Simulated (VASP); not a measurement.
# Ta (Im-3m) in VASP: a series of runs

The runs below take Ta through relaxation of the atoms, relaxation of cell and atoms, with PBEsol, LDA, PBE.

Program: VASP 6.6.1. These are calculated values, not measurements. Logs are shortened: lines on timing, memory, paths and dates and some standing lists are left out, and cuts for length are marked.

### Step 1. The crystal as given

Symmetry: Im-3m, No. 229, cubic system. The conventional cell has a = 3.303 Å, b = 3.303 Å, c = 3.303 Å, α = 90.00°, β = 90.00°, γ = 90.00°. Ta (site symmetry m-3m) has 8 Ta at 2.86 Å as nearest neighbours.

### Step 2. Relaxation of the atoms, PBEsol (a relaxed cell with its volume scaled by 1.06)

INCAR reads:

```
SYSTEM = Ta
PREC = Accurate
ENCUT = 600
EDIFF = 1E-7
ISMEAR = 1
SIGMA = 0.1
LREAL = .FALSE.
LASPH = .TRUE.
NELM = 80
ALGO = Normal
ISIF = 2
LWAVE = .FALSE.
LCHARG = .FALSE.
GGA = PS
IBRION = 2
NSW = 40
EDIFFG = -0.01
```

KPOINTS reads:

```
Automatic mesh
0
G
  16 16 16
  0 0 0
```

POSCAR reads:

```
Ta                                      
1.0
   -1.6738834518      1.6738834518      1.6738834518
    1.6738834518     -1.6738834518      1.6738834518
    1.6738834518      1.6738834518     -1.6738834518
  Ta            
     1
Direct
     0.0000000000000000    0.0000000000000000    0.0000000000000000
```

Potentials or basis: VASP PAW PBE potentials, release 64 (Ta_pv).

The run is started by

```sh
$ cat potpaw_PBE.64/Ta_pv/POTCAR > POTCAR
$ mpirun -np 1 vasp_std > vasp.out
```

OUTCAR:

```text
SYSTEM = Ta
   PREC = Accurate
   ENCUT = 600
   EDIFF = 1E-7
   ISMEAR = 1
   LREAL = .FALSE.
   LASPH = .TRUE.
   NELM = 80
   ISIF = 2
   GGA = PS
   IBRION = 2
   NSW = 40
   EDIFFG = -0.01

 ion  position               nearest neighbor table
   1  0.000  0.000  0.000-

  LATTYP: Found a body centered cubic cell.
 ALAT       =     3.3477669036

  Lattice vectors:

 A1 = (  -1.6738834518,   1.6738834518,   1.6738834518)
 A2 = (   1.6738834518,  -1.6738834518,   1.6738834518)
 A3 = (   1.6738834518,   1.6738834518,  -1.6738834518)

Analysis of symmetry for initial positions (statically):
=====================================================================
 Subroutine PRICEL returns:
 Original cell was already a primitive cell.

 Routine SETGRP: Setting up the symmetry group for a
 body centered cubic supercell.

 Subroutine GETGRP returns: Found 48 space group operations
 (whereof 48 operations were pure point group operations)
 out of a pool of 48 trial point group operations.

The static configuration has the point symmetry O_h .

Analysis of symmetry for dynamics (positions and initial velocities):
=====================================================================
 Subroutine PRICEL returns:
 Original cell was already a primitive cell.

 Routine SETGRP: Setting up the symmetry group for a
 body centered cubic supercell.

 Subroutine GETGRP returns: Found 48 space group operations
 (whereof 48 operations were pure point group operations)
 out of a pool of 48 trial point group operations.

The dynamic configuration has the point symmetry O_h .

 Subroutine INISYM returns: Found 48 space group operations
 (whereof 48 operations are pure point group operations),
 and found     1 'primitive' translations

----------------------------------------------------------------------------------------

                                     Primitive cell

  volume of cell :      18.7601

  direct lattice vectors                    reciprocal lattice vectors
    -1.673883452  1.673883452  1.673883452     0.000000000  0.298706579  0.298706579
     1.673883452 -1.673883452  1.673883452     0.298706579  0.000000000  0.298706579
     1.673883452  1.673883452 -1.673883452     0.298706579  0.298706579  0.000000000

  length of vectors
     2.899251184  2.899251184  2.899251184     0.422434896  0.422434896  0.422434896

  position of ions in fractional coordinates (direct lattice)
     0.000000000  0.000000000  0.000000000

  ion indices of the primitive-cell ions
[... 80 lines left out ...]
   ISIF   =      2    stress and relaxation
   ISYM   =      2    0-nonsym 1-usesym 2-fastsym
   POTIM  = 0.5000    time-step for ionic-motion
   TEBEG  =    0.0;   TEEND  =   0.0 temperature during run
   PSTRESS=    0.0 pullay stress
   NELECT =      11.0000    total number of electrons
   NUPDOWN=      -1.0000    fix difference up-down
   EMIN   =  10.00;   EMAX   =-10.00  energy-range for DOS
   EFERMI =   0.00;   METHOD = LEGACY
   ISMEAR =     1;   SIGMA  =   0.10  broadening in eV -4-tet -1-fermi 0-gaus
   EFERMI_NEDOS =   21; number of points for ismear=-14 and -15
   IALGO  =     38    algorithm
   IMIX   =      4    mixing-type and parameters
     AMIX     =   0.40;   BMIX     =  1.00
     AMIX_MAG =   1.60;   BMIX_MAG =  1.00
  volume/ion in A,a.u.               =      18.76       126.60
  Fermi-wavevector in a.u.,A,eV,Ry     =   1.370231  2.589361 25.545394  1.877533
  Thomas-Fermi vector in A             =   2.496036
   LORBIT       =      0    0 simple, 1 ext, 2 COOP (PROOUT), +10 PAW based schemes
   GGA     = PS    functional components
   LHFCALC =     F    Hartree Fock is set to
   AEXX    =    0.0000 exact exchange contribution
   IVDW    =     0    specifies the selected vdW correction
   LEPSILON=     F    determine dielectric tensor
   LRPA    =     F    only Hartree local field effects (RPA)
 conjugate gradient relaxation of ions
 non-spin polarized calculation
 Methfessel and Paxton  Order N= 1 SIGMA  =   0.10
  energy-cutoff  :      600.00
  volume of cell :       18.76
 maximum number of plane-waves:       642
   NGX = 11   NGY = 11   NGZ = 11

 number of electron      10.9999999 magnetization

 Free energy of the ion-electron system (eV)
  ---------------------------------------------------
  ext. energy  EPLUGINS =         0.00000000
  ---------------------------------------------------
  free energy    TOTEN  =       -12.50942373 eV

  energy without entropy =      -12.50894500  energy(sigma->0) =      -12.50926416

 E-fermi :   4.9765     XC(G=0): -12.5224

 val. band max:        4.9655622407   @ k =   0.1875   0.0625   0.0000
 cond. band min:       4.9979284902   @ k =  -0.3125   0.4375   0.1250
 fundamental gap:      0.0323662495
 Fermi energy:         4.9765321023

 k-point     1 :       0.0000    0.0000    0.0000
  band No.  band energies     occupation
      1     -28.1991      2.00000
      2     -28.1991      2.00000
      3     -28.1991      2.00000
      4      -2.7715      2.00000
      5       5.7103     -0.00000
      6       5.7103     -0.00000
      7       5.7103     -0.00000
      8       8.8375      0.00000
      9       8.8375      0.00000
[... 265 lines left out ...]
 k-point    24 :       0.2500    0.1875    0.0000
  band No.  band energies     occupation
      1     -29.0102      2.00000
      2     -28.5353      2.00000
      3     -28.2878      2.00000
      4       1.3587      2.00000
      5       3.8170      2.00000
      6       4.4102      2.00000
      7       8.2137      0.00000
      8       9.6077      0.00000
      9      11.4160      0.00000

 [... further k-points ...]

------------------------ aborting loop because EDIFF is reached ----------------------------------------

  FORCE on cell =-STRESS in cart. coord.  units (eV):
  Direction    XX          YY          ZZ          XY          YZ          ZX
  --------------------------------------------------------------------------------------
  -------------------------------------------------------------------------------------
  Total       -1.2667141     -1.2667141     -1.2667141      0.0000000     -0.0000000      0.0000000
  in kB     -108.1816361   -108.1816361   -108.1816361      0.0000000     -0.0000000      0.0000000
  external PRESSURE =    -108.1816361 kB  Pullay stress =       0.0000000 kB

 VOLUME and BASIS-vectors are now :
 -----------------------------------------------------------------------------
  energy-cutoff  :      600.00
  volume of cell :       18.76
      direct lattice vectors                 reciprocal lattice vectors
    -1.673883452  1.673883452  1.673883452     0.000000000  0.298706579  0.298706579
     1.673883452 -1.673883452  1.673883452     0.298706579  0.000000000  0.298706579
     1.673883452  1.673883452 -1.673883452     0.298706579  0.298706579  0.000000000

 POSITION                                       TOTAL-FORCE (eV/Angst)
 -----------------------------------------------------------------------------------
      0.00000      0.00000      0.00000        -0.000000     -0.000000      0.000000
 -----------------------------------------------------------------------------------
    total drift:                                0.000000      0.000000     -0.000000

  FREE ENERGIE OF THE ION-ELECTRON SYSTEM (eV)
  ---------------------------------------------------
  free  energy   TOTEN  =       -12.5094237324 eV

  energy  without entropy=      -12.5089450034  energy(sigma->0) =      -12.50926416

 reached required accuracy - stopping structural energy minimisation
```

OSZICAR:

```text
N       E                     dE             d eps       ncg     rms          rms(c)
DAV:   1     0.504827159963E+02    0.50483E+02   -0.70789E+03  2610   0.130E+03
DAV:   2    -0.123243761811E+02   -0.62807E+02   -0.62005E+02  3422   0.262E+02
DAV:   3    -0.130590729782E+02   -0.73470E+00   -0.71258E+00  3097   0.279E+01
DAV:   4    -0.130639235865E+02   -0.48506E-02   -0.48414E-02  3003   0.185E+00
DAV:   5    -0.130639583074E+02   -0.34721E-04   -0.34718E-04  2898   0.133E-01    0.128E+01
DAV:   6    -0.126376331647E+02    0.42633E+00   -0.48858E-01  2708   0.819E+00    0.600E+00
DAV:   7    -0.125114014532E+02    0.12623E+00   -0.38618E-01  2749   0.685E+00    0.353E-01
DAV:   8    -0.125095619267E+02    0.18395E-02   -0.45216E-03  2767   0.877E-01    0.200E-01
DAV:   9    -0.125094262357E+02    0.13569E-03   -0.19068E-04  2985   0.139E-01    0.284E-02
DAV:  10    -0.125094234005E+02    0.28352E-05   -0.27419E-06  2895   0.212E-02    0.820E-03
DAV:  11    -0.125094237638E+02   -0.36334E-06   -0.13377E-07  2530   0.295E-03    0.476E-04
DAV:  12    -0.125094237324E+02    0.31401E-07   -0.52893E-09  1388   0.786E-04
   1 F= -.12509424E+02 E0= -.12509264E+02  d E =-.125094E+02
```

Run time: 7.6 s. Hardware: 1 thread of Intel Xeon 6975P-C (Granite Rapids), shared host; peak memory 0.16 GiB.

Results:

```
Free energy             : -12.5094 eV
Pressure after relaxing : -10.8 GPa
Band gap on the k mesh  : none (metal or under the smearing width)
```

Final structure:
```yaml
crystal:
  lattice:
    - [-1.67388, 1.67388, 1.67388]
    - [1.67388, -1.67388, 1.67388]
    - [1.67388, 1.67388, -1.67388]
  atoms:
    - { symbol: Ta, position: [0.00000, 0.00000, 0.00000] }
```

Caveat: the relaxation stopped at its first step, so nothing moved; the PAW data sets were made with another functional, which shifts forces and pressure a little. The run has no spin-orbit coupling, so splittings on Ta are missing.

[end of part 1 of 2]
